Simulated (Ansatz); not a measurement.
Convergence notes, G0W0 on GaN (zincblende)

Zincblende GaN, relaxed with r2SCAN; one-shot G0W0 in Ansatz without spin-orbit coupling. (Simulation; spin polarisation is off.)

```
Ga N
1.0
     0.00000    2.24895    2.24895
     2.24895    0.00000    2.24895
     2.24895    2.24895    0.00000
Ga N
1 1
Direct
  0.00000 0.00000 0.00000
  0.25000 0.25000 0.25000
```

Gaps are read over the mesh points alone. G0W0 here is at a finite number of bands, screening cutoff and k mesh, not at the basis limit.
```
 start       potentials      frequency model      mesh  empty bands  screening cutoff (eV)  Kohn-Sham gap (eV)  G0W0 gap (eV)
   PBE              PAW  contour deformation     6×6×6           51                    100                1.75           2.83
   PBE              PAW  contour deformation     6×6×6          124                    180                1.75           2.87
   PBE              PAW  contour deformation     6×6×6          242                    260                1.75           2.84
 HSE06              PAW  contour deformation     6×6×6          124                    180                3.01           3.49
r2SCAN              PAW  contour deformation     6×6×6          124                    180                2.17           3.12
  PBE0              PAW  contour deformation     6×6×6          124                    180                3.70           3.68
   PBE              PAW     Godby-Needs pole     6×6×6          124                    180                1.75           2.87
   PBE              PAW  contour deformation  10×10×10           36                     80                1.76           2.82
   PBE  norm-conserving  contour deformation     6×6×6          124                    180                1.78           2.94
```

G0W0 moves the gap on the mesh from 1.75 eV (PBE) to 2.84 eV (direct at Γ). Renormalisation factors Z lie between 0.74 and 0.82.

Raising bands and cutoff together moves the gap by +0.04 eV (100 to 180 eV), then -0.03 eV (180 to 260 eV); the last step is still large, so the basis limit isn't reached. Starting from HSE06 (3.01 eV against PBE's 1.75 eV) gives 3.49 eV, +0.62 eV from G0W0@PBE at the same screening cutoff. Starting from r2SCAN (2.17 eV against PBE's 1.75 eV) gives 3.12 eV, +0.25 eV from G0W0@PBE at the same screening cutoff. Starting from PBE0 (3.70 eV against PBE's 1.75 eV) gives 3.68 eV, +0.81 eV from G0W0@PBE at the same screening cutoff. The Godby-Needs plasmon pole differs from contour deformation by 0.00 eV. Norm-conserving potentials (wave cutoff 1240 eV against 420 eV) shift the quasiparticle gap by +0.07 eV and the PBE gap by +0.03 eV. r2SCAN runs take a wave cutoff of 500 eV.

With a shallow d shell on the cation, G0W0 converges slowly in bands and cutoff, so these values are in doubt.
